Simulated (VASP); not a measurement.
# KCl (Sylvite) (Fm-3m) in VASP: notebook

Runs on KCl (Sylvite). Level: PBE. Tasks: phonons, dielectric tensor.

Program: VASP 6.6.1. These are calculated values, not measurements. Logs are shortened: lines on timing, memory, paths and dates and some standing lists are left out, and cuts for length are marked.

**Experimental background.**

A printed reference work, textbook reports, for a bulk crystal of KCl at 80 K: high-frequency dielectric constant 2.19.

The results are compared with them further down.

## (1) The crystal as given

It takes space group Fm-3m (No. 225, cubic). The conventional cell has a = 6.387 Å, b = 6.387 Å, c = 6.387 Å, α = 90.00°, β = 90.00°, γ = 90.00°. K (site symmetry m-3m) is surrounded by 6 Cl at 3.19 Å. Around Cl (site symmetry m-3m) lie 6 K at 3.19 Å.

## (2) Phonons, PBE

Contents of POSCAR:

```
KCl
1.0
    0.0000000000      3.1936514230      3.1936514230
    3.1936514230      0.0000000000      3.1936514230
    3.1936514230      3.1936514230      0.0000000000
  K               Cl
     1     1
Direct
     0.0000000000000000    0.0000000000000000    0.0000000000000000
     0.5000000000000000    0.5000000000000000    0.5000000000000000
```

Contents of INCAR.step1:

```
SYSTEM = KCl
PREC = Accurate ; ENCUT = 600
EDIFF = 1E-8 ; ISMEAR = 0
SIGMA = 0.03 ; LREAL = .FALSE.
LASPH = .TRUE. ; NELM = 80
ALGO = Fast ; ISIF = 3
LWAVE = .FALSE. ; LCHARG = .FALSE.
GGA = PE ; IBRION = 2
NSW = 40 ; EDIFFG = -0.002
```

Contents of INCAR.step2:

```
SYSTEM = KCl
PREC = Accurate ; ENCUT = 600
EDIFF = 1E-8 ; ISMEAR = 0
SIGMA = 0.03 ; LREAL = .FALSE.
LASPH = .TRUE. ; NELM = 80
ALGO = Fast ; ISIF = 2
LWAVE = .FALSE. ; LCHARG = .FALSE.
GGA = PE ; IBRION = 6
NFREE = 2 ; POTIM = 0.015
NSW = 1
```

Contents of KPOINTS:

```
regular mesh
0
G
  8 8 8
  0 0 0
```

Potentials or basis: VASP PAW PBE potentials, release 64 (K_sv, Cl).

Run with:

```
$ cat potpaw_PBE.64/K_sv/POTCAR potpaw_PBE.64/Cl/POTCAR > POTCAR
$ cp INCAR.step1 INCAR
$ mpirun -np 1 vasp_std > vasp.out
$ cp CONTCAR POSCAR
$ cp INCAR.step2 INCAR
$ mpirun -np 1 vasp_std > vasp.out
```

OUTCAR:

```text
SYSTEM = KCl
   PREC = Accurate
   ENCUT = 600
   EDIFF = 1E-8
   ISMEAR = 0
   LREAL = .FALSE.
   LASPH = .TRUE.
   NELM = 80
   ISIF = 2
   GGA = PE
   IBRION = 6
   NFREE = 2
   POTIM = 0.015
   NSW = 1

 ion  position               nearest neighbor table
   1  0.000  0.000  0.000-   2 3.19   2 3.19   2 3.19   2 3.19   2 3.19   2 3.19
   2  0.500  0.500  0.500-   1 3.19   1 3.19   1 3.19   1 3.19   1 3.19   1 3.19

  LATTYP: Found a face centered cubic cell.
 ALAT       =     6.3873028460

  Lattice vectors:

 A1 = (   0.0000000000,   3.1936514230,   3.1936514230)
 A2 = (   3.1936514230,   0.0000000000,   3.1936514230)
 A3 = (   3.1936514230,   3.1936514230,   0.0000000000)

Analysis of symmetry for initial positions (statically):
=====================================================================
 Subroutine PRICEL returns:
 Original cell was already a primitive cell.

 Routine SETGRP: Setting up the symmetry group for a
 face centered cubic supercell.

 Subroutine GETGRP returns: Found 48 space group operations
 (whereof 48 operations were pure point group operations)
 out of a pool of 48 trial point group operations.

The static configuration has the point symmetry O_h .

Analysis of symmetry for dynamics (positions and initial velocities):
=====================================================================
 Subroutine PRICEL returns:
 Original cell was already a primitive cell.

 Routine SETGRP: Setting up the symmetry group for a
 face centered cubic supercell.

 Subroutine GETGRP returns: Found 48 space group operations
 (whereof 48 operations were pure point group operations)
 out of a pool of 48 trial point group operations.

The dynamic configuration has the point symmetry O_h .

 Subroutine INISYM returns: Found 48 space group operations
 (whereof 48 operations are pure point group operations),
 and found     1 'primitive' translations

----------------------------------------------------------------------------------------

                                     Primitive cell

  volume of cell :      65.1467

  direct lattice vectors                    reciprocal lattice vectors
     0.000000000  3.193651423  3.193651423    -0.156560605  0.156560605  0.156560605
     3.193651423  0.000000000  3.193651423     0.156560605 -0.156560605  0.156560605
     3.193651423  3.193651423  0.000000000     0.156560605  0.156560605 -0.156560605

  length of vectors
     4.516505156  4.516505156  4.516505156     0.271170923  0.271170923  0.271170923

  position of ions in fractional coordinates (direct lattice)
     0.000000000  0.000000000  0.000000000
     0.500000000  0.500000000  0.500000000

  ion indices of the primitive-cell ions
   primitive index   ion index
                 1           1
                 2           2

----------------------------------------------------------------------------------------

 KPOINTS: regular mesh

Automatic generation of k-mesh.
 Grid dimensions read from file:
 generate k-points for:    8    8    8

 Generating k-lattice:

  Cartesian coordinates                     Fractional coordinates (reciprocal lattice)
    -0.019570076  0.019570076  0.019570076     0.125000000  0.000000000  0.000000000
     0.019570076 -0.019570076  0.019570076     0.000000000  0.125000000  0.000000000
     0.019570076  0.019570076 -0.019570076     0.000000000  0.000000000  0.125000000

  Length of vectors
     0.033896365  0.033896365  0.033896365

  Shift w.r.t. Gamma in fractional coordinates (k-lattice)
     0.000000000  0.000000000  0.000000000

 Subroutine IBZKPT returns following result:
[... 63 lines left out ...]
   EFERMI =   0.00;   METHOD = LEGACY
   ISMEAR =     0;   SIGMA  =   0.03  broadening in eV -4-tet -1-fermi 0-gaus
   EFERMI_NEDOS =   21; number of points for ismear=-14 and -15
   IALGO  =     68    algorithm
   IMIX   =      4    mixing-type and parameters
     AMIX     =   0.40;   BMIX     =  1.00
     AMIX_MAG =   1.60;   BMIX_MAG =  1.00
  volume/ion in A,a.u.               =      32.57       219.82
  Fermi-wavevector in a.u.,A,eV,Ry     =   1.025221  1.937386 14.300774  1.051077
  Thomas-Fermi vector in A             =   2.159049
   LORBIT       =      0    0 simple, 1 ext, 2 COOP (PROOUT), +10 PAW based schemes
   GGA     = PE    functional components
   LHFCALC =     F    Hartree Fock is set to
   AEXX    =    0.0000 exact exchange contribution
   IVDW    =     0    specifies the selected vdW correction
   LEPSILON=     F    determine dielectric tensor
   LRPA    =     F    only Hartree local field effects (RPA)
 finite differences with symmetry
 non-spin polarized calculation
 RMM-DIIS sequential band-by-band and
 Gauss-broadening in eV      SIGMA  =   0.03
  energy-cutoff  :      600.00
  volume of cell :       65.15
 maximum number of plane-waves:      2200
   NGX = 17   NGY = 17   NGZ = 17

--------------------------------------- Ionic step        1  -------------------------------------------

 number of electron      15.9999998 magnetization

 Free energy of the ion-electron system (eV)
  ---------------------------------------------------
  ext. energy  EPLUGINS =         0.00000000
  ---------------------------------------------------
  free energy    TOTEN  =        -6.81134230 eV

  energy without entropy =       -6.81134230  energy(sigma->0) =       -6.81134230

------------------------ aborting loop because EDIFF is reached ----------------------------------------

  FORCE on cell =-STRESS in cart. coord.  units (eV):
  Direction    XX          YY          ZZ          XY          YZ          ZX
  --------------------------------------------------------------------------------------
  -------------------------------------------------------------------------------------
  Total        0.0027795      0.0027795      0.0027795     -0.0000000     -0.0000000      0.0000000
  in kB        0.0683582      0.0683582      0.0683582     -0.0000000     -0.0000000      0.0000000
  external PRESSURE =       0.0683582 kB  Pullay stress =       0.0000000 kB
[... 131 lines left out ...]
--------------------------------------- Ionic step        5  -------------------------------------------

 number of electron      15.9999999 magnetization

 Free energy of the ion-electron system (eV)
  ---------------------------------------------------
  ext. energy  EPLUGINS =         0.00000000
  ---------------------------------------------------
  free energy    TOTEN  =        -6.81122228 eV

  energy without entropy =       -6.81122228  energy(sigma->0) =       -6.81122228

 E-fermi :  -1.8469     XC(G=0):  -7.3582

 val. band max:       -2.0137806384   @ k =   0.0000   0.0000   0.0000
 cond. band min:       3.0233958897   @ k =   0.0000   0.0000   0.0000
 fundamental gap:      5.0371765281
 Fermi energy:        -1.8469475364

 k-point     1 :       0.0000    0.0000    0.0000
  band No.  band energies     occupation
      1     -29.3226      2.00000
      2     -14.0827      2.00000
      3     -12.7829      2.00000
      4     -12.7829      2.00000
      5     -12.7828      2.00000
      6      -2.0138      2.00000
      7      -2.0138      2.00000
      8      -2.0138      2.00000
      9       3.0234      0.00000
     10       6.3382      0.00000
     11       6.3383      0.00000
     12       6.3383      0.00000
[... 331 lines left out ...]
 k-point    24 :      -0.3750    0.2500    0.1250
  band No.  band energies     occupation
      1     -29.3130      2.00000
      2     -14.1732      2.00000
      3     -12.8286      2.00000
      4     -12.8103      2.00000
      5     -12.6449      2.00000
      6      -2.7968      2.00000
      7      -2.3865      2.00000
      8      -2.3151      2.00000
      9       5.7291      0.00000
     10       6.2075      0.00000
     11       7.8543      0.00000
     12       7.9710      0.00000

 [... further k-points ...]

------------------------ aborting loop because EDIFF is reached ----------------------------------------

  FORCE on cell =-STRESS in cart. coord.  units (eV):
  Direction    XX          YY          ZZ          XY          YZ          ZX
  --------------------------------------------------------------------------------------
  -------------------------------------------------------------------------------------
  Total        0.0045650      0.0026301      0.0026301     -0.0000000     -0.0000000     -0.0000000
  in kB        0.1122682      0.0646830      0.0646830     -0.0000000     -0.0000000     -0.0000000
  external PRESSURE =       0.0805448 kB  Pullay stress =       0.0000000 kB
[... 17 lines left out ...]
  FREE ENERGIE OF THE ION-ELECTRON SYSTEM (eV)
  ---------------------------------------------------
  free  energy   TOTEN  =        -6.8112222782 eV

  energy  without entropy=       -6.8112222782  energy(sigma->0) =       -6.81122228

 INTERNAL STRAIN TENSORS FROM DISPLACED ATOMS
 ============================================

 INTERNAL STRAIN TENSOR FOR ION    1 for displacements in x,y,z  (eV/Angst):
          X           Y           Z          XY          YZ          ZX
  --------------------------------------------------------------------------------
  x     0.00000     0.00000     0.00000     0.00000     0.00000     0.00000
  y     0.00000     0.00000     0.00000     0.00000     0.00000     0.00000
  z     0.00000     0.00000     0.00000     0.00000     0.00000     0.00000

 INTERNAL STRAIN TENSOR FOR ION    2 for displacements in x,y,z  (eV/Angst):
          X           Y           Z          XY          YZ          ZX
  --------------------------------------------------------------------------------
  x     0.00000     0.00000     0.00000     0.00000     0.00000     0.00000
  y     0.00000     0.00000     0.00000     0.00000     0.00000     0.00000
  z     0.00000     0.00000     0.00000     0.00000     0.00000     0.00000

 Eigenvectors and eigenvalues of the dynamical matrix
 ----------------------------------------------------

   1 f  =    3.749085 THz    23.556198 2PiTHz  125.056027 cm-1    15.504964 meV
             X         Y         Z           dx          dy          dz
      0.000000  0.000000  0.000000     0.595562    0.331754    0.073592
      3.193651  3.193651  3.193651    -0.632219   -0.352173   -0.078121
[... 21 lines left out ...]
   6 f/i=    0.020211 THz     0.126991 2PiTHz    0.674176 cm-1     0.083587 meV
             X         Y         Z           dx          dy          dz
      0.000000  0.000000  0.000000    -0.000013    0.002609    0.727889
      3.193651  3.193651  3.193651    -0.000012    0.002457    0.685686

 ELASTIC MODULI CONTR FROM IONIC RELAXATION (kBar)
 Direction    XX          YY          ZZ          XY          YZ          ZX
 --------------------------------------------------------------------------------
 XX           0.0000      0.0000      0.0000      0.0000      0.0000      0.0000
 YY           0.0000      0.0000      0.0000      0.0000      0.0000      0.0000
 ZZ           0.0000      0.0000      0.0000      0.0000      0.0000      0.0000
 XY           0.0000      0.0000      0.0000      0.0000      0.0000      0.0000
 YZ           0.0000      0.0000      0.0000      0.0000      0.0000      0.0000
 ZX           0.0000      0.0000      0.0000      0.0000      0.0000      0.0000
 --------------------------------------------------------------------------------
```

Run time: 2.4 min. Hardware: 1 thread of Intel Xeon 6975P-C (Granite Rapids), shared host; peak memory 0.27 GiB.

What came out:

* Highest phonon frequency at Γ, LO-TO splitting left out: 125 cm⁻¹

Phonon frequencies in cm⁻¹ (negative: imaginary):
```
              q point           frequencies
(0.000, 0.000, 0.000)  -1 -1 -1 125 125 125
```

## (3) Dielectric tensor, PBE

Contents of INCAR:

```
SYSTEM = KCl
PREC = Accurate ; ENCUT = 600
EDIFF = 1E-8 ; ISMEAR = 0
SIGMA = 0.03 ; LREAL = .FALSE.
LASPH = .TRUE. ; NELM = 80
ALGO = Fast ; ISIF = 2
LWAVE = .FALSE. ; LCHARG = .FALSE.
GGA = PE ; LEPSILON = .TRUE.
```

Contents of KPOINTS:

```
regular mesh
0
Monkhorst
  12 12 12
  0 0 0
```

Edit POSCAR of step 2 so:

```diff
@@ -1,2 +1,2 @@
-KCl
+KCl                                     
 1.0
@@ -5,3 +5,3 @@
     3.1936514230      3.1936514230      0.0000000000
-  K               Cl
+  K               Cl            
      1     1
```

Potentials or basis: VASP PAW PBE potentials, release 64 (K_sv, Cl).

Run with:

```
$ cat potpaw_PBE.64/K_sv/POTCAR potpaw_PBE.64/Cl/POTCAR > POTCAR
$ mpirun -np 1 vasp_std > vasp.out
```

OUTCAR:

```text
SYSTEM = KCl
   PREC = Accurate
   ENCUT = 600
   EDIFF = 1E-8
   ISMEAR = 0
   LREAL = .FALSE.
   LASPH = .TRUE.
   NELM = 80
   ISIF = 2
   GGA = PE
   LEPSILON = .TRUE.

 ion  position               nearest neighbor table
   1  0.000  0.000  0.000-   2 3.19   2 3.19   2 3.19   2 3.19   2 3.19   2 3.19
   2  0.500  0.500  0.500-   1 3.19   1 3.19   1 3.19   1 3.19   1 3.19   1 3.19

  LATTYP: Found a face centered cubic cell.
 ALAT       =     6.3873028460

  Lattice vectors:

 A1 = (   0.0000000000,   3.1936514230,   3.1936514230)
 A2 = (   3.1936514230,   0.0000000000,   3.1936514230)
[... 610 lines left out ...]
 -----------------------------------------------------------------------------
    -0.00003  0.00000 -0.00000
     0.00000 -0.00003  0.00000
     0.00000 -0.00000 -0.00007

 MACROSCOPIC STATIC DIELECTRIC TENSOR (including local field effects in DFT)
 ------------------------------------------------------
           2.281715    -0.000000    -0.000000
          -0.000000     2.281715    -0.000000
           0.000000    -0.000000     2.281715
 ------------------------------------------------------

 PIEZOELECTRIC TENSOR (including local field effects)  for field in x, y, z        (e  Angst)
          XX          YY          ZZ          XY          YZ          ZX
  --------------------------------------------------------------------------------
  x     0.00000     0.00000     0.00000     0.00000     0.00000     0.00000
  y     0.00000     0.00000     0.00000     0.00000     0.00000     0.00000
  z     0.00000     0.00000     0.00000     0.00000     0.00000     0.00000

 PIEZOELECTRIC TENSOR (including local field effects)  for field in x, y, z        (C/m^2)
          XX          YY          ZZ          XY          YZ          ZX
  --------------------------------------------------------------------------------
  x     0.00000     0.00000     0.00000     0.00000     0.00000     0.00000
  y     0.00000     0.00000     0.00000     0.00000     0.00000     0.00000
  z     0.00000     0.00000     0.00000     0.00000     0.00000     0.00000

 BORN EFFECTIVE CHARGES (including local field effects) (in |e|, cummulative output)
 ---------------------------------------------------------------------------------
 ion    1
    1     1.13046     0.00000     0.00000
    2     0.00000     1.13046     0.00000
    3     0.00000     0.00000     1.13046
 ion    2
    1    -1.13046     0.00000     0.00000
    2     0.00000    -1.13046     0.00000
    3     0.00000     0.00000    -1.13046
```

OSZICAR:

```text
N       E                     dE             d eps       ncg     rms          rms(c)
DAV:   1     0.116177861405E+03    0.11618E+03   -0.77977E+03  4368   0.133E+03
[... 12 lines left out ...]
RMM:   9    -0.264072877965E+00   -0.69256E-04   -0.23039E-05 27098   0.173E-02    0.164E-03
RMM:  10    -0.264090189073E+00   -0.17311E-04   -0.15617E-05 29744   0.796E-03    0.873E-04
RMM:  11    -0.264092908294E+00   -0.27192E-05   -0.98438E-06 29033   0.313E-03    0.362E-04
RMM:  12    -0.264091228630E+00    0.16797E-05   -0.56096E-07 30478   0.144E-03    0.296E-04
RMM:  13    -0.264089273656E+00    0.19550E-05   -0.11396E-06 28944   0.709E-04    0.497E-05
RMM:  14    -0.264089917980E+00   -0.64432E-06    0.20861E-07 28752   0.393E-04    0.387E-05
RMM:  15    -0.264089764718E+00    0.15326E-06   -0.25806E-07 24984   0.261E-04    0.102E-05
RMM:  16    -0.264089745598E+00    0.19120E-07   -0.58721E-08 20824   0.215E-04    0.896E-07
```

Wall time 24 min (1 thread of Intel Xeon 6975P-C (Granite Rapids), shared host); peak memory 1.1 GiB.

What came out:

```yaml
Electronic_dielectric_tensor_diagonal: 2.28
Born_charges_mean_of_the_diagonal: K +1.13; Cl -1.13 e
```

Levels at points of the mesh, in eV from the valence-band top:
```
           k point  band 6  band 7  band 8  band 9  band 10  band 11
(0.04, 0.04, 0.04)   -0.02    0.00    0.00    5.08     8.34     8.38
```

Electronic dielectric tensor:
```
2.28 0.00 0.00
0.00 2.28 0.00
0.00 0.00 2.28
```

Born effective charge tensors (e):
atom 1, K
```
1.13 0.00 0.00
0.00 1.13 0.00
0.00 0.00 1.13
```
atom 2, Cl
```
-1.13  0.00  0.00
 0.00 -1.13  0.00
 0.00  0.00 -1.13
```

## (4) Comparison with measurements

Step 3. Measured high-frequency dielectric constant of KCl: 2.19 (80 K; a printed reference work, textbook). This calculation gives 2.28 (+4.2 %).
